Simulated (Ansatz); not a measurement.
# BN (model cell, started as rocksalt type): following an unstable mode, part 3 of 3

Which phase does BN (model cell, started as rocksalt type) fall into along its unstable mode, and how much energy does it gain?

Ansatz 0.2.0; DFT PBEsol, scalar-relativistic, plane waves, PAW; PAW set soft_1.

So far. Step 5 (Energy along the mode, all amplitudes (two of the runs …): The lowest of the steps tried is the last one, at 0.6 Å, 973 meV/atom below the parent; the bottom of the well need not coincide with a step. Step 7 (The new phase in its own primitive cell): The forces vanish by symmetry and the pressure is 0.002 GPa, within the tolerances set. The cell now holds 5.86 Å³/atom. The relaxed cell has a = 3.605 Å (conventional setting).

The structure was built from a prototype and need not be the compound's stable phase.

### 8. Modes of the new phase, k-mesh 10×10×10

A relaxed structure may still be a saddle point, so its zone-centre modes are computed. The response to a homogeneous field gives the Born charges and the dielectric tensor, and its change with displacement the Raman tensors.

The input, input.yaml:

```yaml
crystal:
  lattice:
    - [0.0, 1.8025441211, 1.8025441211]
    - [1.8025441211, 0.0, 1.8025441211]
    - [1.8025441211, 1.8025441211, 0.0]
  atoms:
    - { symbol: B, position: [0.5, 0.5, 0.5] }
    - { symbol: "N", position: [0.25, 0.25, 0.25] }
kpoints:
  mp_grid: { grid: [10, 10, 10] }
hamiltonian:
  xc: pbesol
  pseudopotentials: { kind: paw, azcp: { folder: soft_1 }, xc_functional: pbe }
scf:
  occupations: { method: fixed }
output:
  eigenvalues: true
phonons:
  method: dfpt
  dielectric: true
  rigid_motions: translations
  raman: true
```

Launch:

```
$ ansatz run input.yaml --threads 4 --pin off --max-ram 10240MiB --backend cpu --events-out ev --progress --plain --runs-dir out
```

Numbers of over 12 decimals in the logs are rounded to 6 here.

The program printed:

```text
[...]
Crystal: 2 atoms, lattice volume = 11.714 Å³
Basis set: ecut = 420 eV, 259 PW (Γ), exchange–correlation on 36×36×36 points (8 copies of the dense FFT grid, shifted against one another)
Bands: 8, of which v1, the nominal top of the filled ones, is band 4 counted from 1 (3 counted from 0)
Symmetry: 24 space group operations
k-points: 171 of 1000 (irreducible under 4 space group operations, time reversal used)
[...]
SCF iter   1: F=—  HF=-534.480418 eV  |F-HF|=—  |Δ(HF+E_count)|=         —  Δρ=1.41e-1  dr2=1.86e0  ethr=3.10e-3  ⟨swp⟩=3.9  Hψ=7793  notcnv=0  defer=290
[...]
SCF iter   8: F=-533.840221 eV  HF=-533.840221 eV  |F-HF|=0.00e0  |Δ(HF+E_count)|=  4.55e-11  Δρ=1.64e-7  dr2=1.98e-12  ethr=1.25e-12  ⟨swp⟩=5.4  Hψ=5564  notcnv=0
SCF 1 converged in 8 iterations: F = -533.840221 eV  dr2 = 1.98e-12
[...]
NSCF: frozen V_eff on 2 k-points
DFPT response loops at Γ: preconditioner auto → none (the input reference at scf.mixing.eps_inf says where Resta's filter doesn't serve); β = 0.50; Broyden in place of MSR1
── the response to a field inside a basis, on 12×12×12 k-points: an SCF that follows is theirs, and a resumed run solves both again ──
Bands: 5, of which v1, the nominal top of the filled ones, is band 4 counted from 1 (3 counted from 0)
k-points: 182
[...]
Eigensolver: Dense (182 Hₖ)
SCF iter   1: F=—  HF=-533.842435 eV  |F-HF|=—  |Δ(HF+E_count)|=         —  Δρ=5.15e-4  dr2=3.81e-6  ethr=1.00e-1
[...]
SCF iter   5: F=-533.842439 eV  HF=-533.842439 eV  |F-HF|=5.00e-12  |Δ(HF+E_count)|=  5.37e-10  Δρ=5.43e-7  dr2=1.03e-11  ethr=1.96e-11
SCF 1 converged in 5 iterations: F = -533.842439 eV  dr2 = 1.03e-11
[...]
SCF converged after 8 iterations
Free energy (F): -533.840221 eV
[...]
Internal energy: -533.840221 eV  (E = F + TS)
E sigma→0 (E₀):  -533.840221 eV
Fermi energy:    11.256791 eV
[...]
--- Band table (eV; the first three rows and the last of 171) ---
[...]
--- Phonons (Γ-DFPT): 2 representative perturbations + reference, on 171 of 1000 k-points (Σ response iterations 6) ---
  k mesh reduced under 4 symmetry operations, with k and −k counted as one. Each operation leaves every solved perturbation unchanged. A smaller set is not considered because the run solves the response to a homogeneous field
  ASR residual: 1.406e-5 → 0.000e0 eV/Å²; symmetrization residual: 2.481e-7 eV/Å²
  ASR residual per site (eV/Å²): 1.13e-5 1.41e-5
  Γ frequencies (cm⁻¹): 0.00 0.00 0.00 1045.24 1045.24 1045.24
  ε∞ (high-frequency dielectric tensor):
        4.632768    -0.000000    -0.000000
       -0.000000     4.632768     0.000000
       -0.000000     0.000000     4.632768
  ε⁰ (static dielectric tensor: ions relaxed, cell fixed):
        6.911765    -0.000000    -0.000000
       -0.000000     6.911765    -0.000000
       -0.000000    -0.000000     6.911765
  ε⁰ − ε∞ (ionic part):
        2.278997    -0.000000    -0.000000
       -0.000000     2.278997    -0.000000
       -0.000000    -0.000000     2.278997
  softest optical mode at Γ: 1045.24 cm⁻¹; the repairs (sum rule, projections) moved no ω² at Γ by more than (0.57 cm⁻¹)²
  Born effective charges Z* (e; rows j = field, columns β = displacement):
    site 0:
         1.90166   -0.00000   -0.00000
        -0.00000    1.90166    0.00000
        -0.00000    0.00000    1.90166
    site 1:
        -1.90166    0.00000    0.00000
         0.00000   -1.90166   -0.00000
         0.00000   -0.00000   -1.90166
  Z* charge neutrality: 3.627e-4 e pre-enforcement
  solved inside a basis spanned on kpoints, on 12×12×12 k-points transformed towards the longest dipole: ε∞ is read to err by 1.1e-2, Z* by 6.6e-3 e (field_mesh: kpoints solves on kpoints); Z* is corrected for what the basis lacks
  Raman tensors (in the event stream and the table raman_tensors.tsv): an entry may err by 7.0e-4 Å², one of the second-order susceptibility by 2.7e-3 pm/V (basis, points and sum rule); their sum over the sites missed zero by 1.301e-6 Å² ahead of its enforcement
  optical modes at Γ without the LO–TO term, one row a degenerate level:
      ω (cm⁻¹)  modes    IR ((D/Å)²/amu)  static Raman (Å⁴/amu)  depolarisation
       1045.24      3            41.0231                21.3025           0.750
  optical modes at Γ + LO–TO along q̂ = [1.0000, 0.0000, 0.0000]:
      ω (cm⁻¹)  modes    IR ((D/Å)²/amu)  static Raman (Å⁴/amu)  depolarisation
       1045.24      2            27.3487                14.2017           0.750
       1276.71      1            13.6744                14.9405           0.750
  optical modes at Γ + LO–TO along q̂ = [0.0000, 1.0000, 0.0000]:
      ω (cm⁻¹)  modes    IR ((D/Å)²/amu)  static Raman (Å⁴/amu)  depolarisation
       1045.24      2            27.3487                14.2017           0.750
       1276.71      1            13.6744                14.9405           0.750
  optical modes at Γ + LO–TO along q̂ = [0.0000, 0.0000, 1.0000]:
      ω (cm⁻¹)  modes    IR ((D/Å)²/amu)  static Raman (Å⁴/amu)  depolarisation
       1045.24      2            27.3487                14.2017           0.750
       1276.71      1            13.6744                14.9405           0.750
```

Elapsed: 15 s, on 4 threads of Intel Xeon Platinum 8375C at 2.90GHz (Ice Lake), shared host; peak memory 0.67 GiB.

This step gave:

- sum-rule residual before enforcement: 1.41e-5 eV/Å²
- miss of the charge sum rule: 3.63e-4 e
- estimated error of the dielectric tensor: 0.01119
- estimated error of the Born charges: 0.006588 e
- point group: -43m
- highest optical mode at the zone centre (no LO-TO term): 1045 cm⁻¹
- lowest optical zone-centre mode: 1045 cm⁻¹
- mean high-frequency dielectric constant: 4.633
- largest Born charge (third of the trace): 1.902 e
- mean static dielectric constant: 6.912
- top of the zone-centre spectrum with the field: 1277 cm⁻¹

Without the LO-TO term. Patterns of degenerate modes are one choice out of their space. Modes at Γ, with each element's share of the kinetic energy:

```
mode  frequency (cm⁻¹)  symmetry  B %  N %
   1               0.0  acoustic   44   56
   2               0.0  acoustic   44   56
   3               0.0  acoustic   44   56
   4            1045.2        T2   56   44
   5            1045.2        T2   56   44
   6            1045.2        T2   56   44
```

Displacements in mode 4 (1045.2 cm⁻¹), the largest set to 1:
```
B1   0.00  0.00  1.00
N2   0.00  0.00 -0.77
```

Optical modes at the zone centre, without and with the macroscopic field of the longitudinal modes; each column is sorted by frequency, so a row need not hold one and the same mode. Modes with and without the field, by row:

```
rank among optical modes  no field (cm⁻¹)  q along (1, 0, 0) (cm⁻¹)
                       1             1045                      1045
                       2             1045                      1045
                       3             1045                      1277
```

Born charge (rows field, columns displacement) (e), principal values of the symmetric part by kind of site:

```
atom  atoms with these values    low  middle   high   mean
  B1                        1   1.90    1.90   1.90   1.90
  N2                        1  -1.90   -1.90  -1.90  -1.90
```

In full for B1:

```
1.90 0.00 0.00
0.00 1.90 0.00
0.00 0.00 1.90
```

High-frequency dielectric tensor:

```
4.63 0.00 0.00
0.00 4.63 0.00
0.00 0.00 4.63
```

Static dielectric tensor (ions relaxed, fixed cell):

```
6.91 0.00 0.00
0.00 6.91 0.00
0.00 0.00 6.91
```

Transverse modes. Infrared lines, with heights relative to the strongest:

```
position (cm⁻¹)  label  relative intensity
           1045     T2                 100
```

Activity x (w_L - w)^4 (n + 1)/w, 532 nm, 300 K; modes without the macroscopic field alone. Lines of the Raman spectrum (strongest = 100):

```
position (cm⁻¹)  label  relative intensity
           1045     T2                 100
```

Before it was imposed, the acoustic sum rule was missed by 1.4e-5 eV/Å² and the charge sum rule by 3.6e-4 e. Small misses are needed for a sound result but don't prove that mesh and cutoff are converged. The lowest optical mode is real, 1045 cm⁻¹.

### 9. What came out

```
unstable mode of the parent                                                      : q = (0, 0, 0), 686i cm⁻¹
depth at the lowest point sampled                                                : 973 meV/atom
largest atomic shift at that point                                               : 0.6 Å
space group reached (within 0.01 Å)                                              : F-43m
energy gained over the parent (first relaxation, on the mesh of the frozen mode) : 1684 meV/atom
volume per atom, phase reached                                                   : 5.86 Å³
gap on the k-mesh, phase reached                                                 : 4.29 eV
lowest optical zone-centre mode, phase reached                                   : 1045 cm⁻¹
highest optical mode at the zone centre (no LO-TO term), phase reached           : 1045 cm⁻¹
```

In words: Along this mode the structure falls into F-43m, 1684 meV/atom below the parent. At the parent's cell the well is 972.5 meV/atom deep on the steps tried, with its lowest point at a shift of 0.6 Å. That is the last step tried, so the steps alone don't bracket the bottom of the well. Relaxing atoms and cell changes the gain by +711.02 meV/atom against the lowest step (energies at zero smearing). The new phase has no imaginary mode at the zone centre of its cell; other wavevectors were not checked. Of the 4 patterns followed to their end from this parent, this one reaches the lowest energy. Each path keeps the symmetry of its pattern, so a lower phase may lie along a pattern not tried. The PAW files were made for PBE and serve the other functionals too. The starting cell was built on a prototype and not taken from a measurement, so the phase need not exist.

[Logs are printed without paths, hosts, clocks, repeated set-up lines and the standing remarks that a program may print on its own settings, such as how far it seeks lower states.]

[Hosts, paths, dates, database ids (printed as entryN), source tags and the programs' standing remarks are cut or masked in the printed files.]
